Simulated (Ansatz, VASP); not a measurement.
One calculation of Mg, two programs

```
Mg
1.0
     3.18161    0.00000    0.00000
    -1.59081    2.75536    0.00000
     0.00000    0.00000   10.34981
Mg
4
Direct
  0.00000 0.00000 0.00000
  0.00000 0.00000 0.50000
  0.33333 0.66667 0.25000
  0.66667 0.33333 0.75000
```

Alike in both runs: task single point; functional revPBE; k mesh 13 × 13 × 4; occupations fermi-dirac, width 0.1 eV; no spin polarisation.

|  | VASP | Ansatz |
| --- | --- | --- |
| version | VASP 6.6.1 | Ansatz 0.2.0 |
| potentials or method | VASP PAW PBE potentials, release 64 (Mg) | plane waves (420 eV) with PAW, scalar-relativistic |
| plane-wave cutoff (eV) | 520 | 420 |
| valence electrons in the cell | 8 | 40 |

VASP gave:

* pressure (GPa): 1.4

Question: Estimate Ansatz's values.

Answer: Pressure (GPa): 1.6.

The two sets of potentials don't hold the same shells in valence.

Caveats: the PAW data sets were made with another functional, which shifts forces and pressure a little (VASP).
